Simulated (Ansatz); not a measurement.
Crystal: MgS.

```
S Mg
1.0
     0.00000    2.83312    2.83312
     2.83312    0.00000    2.83312
     2.83312    2.83312    0.00000
S Mg
1 1
Direct
  0.25000 0.25000 0.25000
  0.00000 0.00000 0.00000
```

The cell comes from a database or a generator and needn't be the stable form of this composition.

- Program: Ansatz 0.2.0
- Task: relaxation of cell and atoms
- Functional: revPBE
- Potentials or basis: all-electron LAPW, scalar-relativistic
- Basis error allowed: 0.001 eV/atom
- k mesh: 8 × 8 × 8
- Occupations: fermi-dirac, width 0.05 eV
- Spin: no spin polarisation

At the start: volume 22.74 Å³/atom.

Problem. How do energy, volume and symmetry change on relaxing?

Solution. Over 4 steps the energy falls by 6.4 meV/atom and the volume is 23.65 Å³/atom (+4.0 %); space group F-43m (No. 216, to 0.05 Å).

The path:
```
step  energy change (eV)  largest force (eV/Å)  volume (Å³)
   1              0.0000                0.0000        45.48
   2             -0.0114                0.0000        46.73
   3             -0.0127                0.0000        47.30
   4             -0.0127                0.0000        47.30
```

Final structure:
```
S Mg
1.0
     0.00000    2.87046    2.87046
     2.87046    0.00000    2.87046
     2.87046    2.87046    0.00000
S Mg
1 1
Direct
  0.25000 0.25000 0.25000
  0.00000 0.00000 0.00000
```
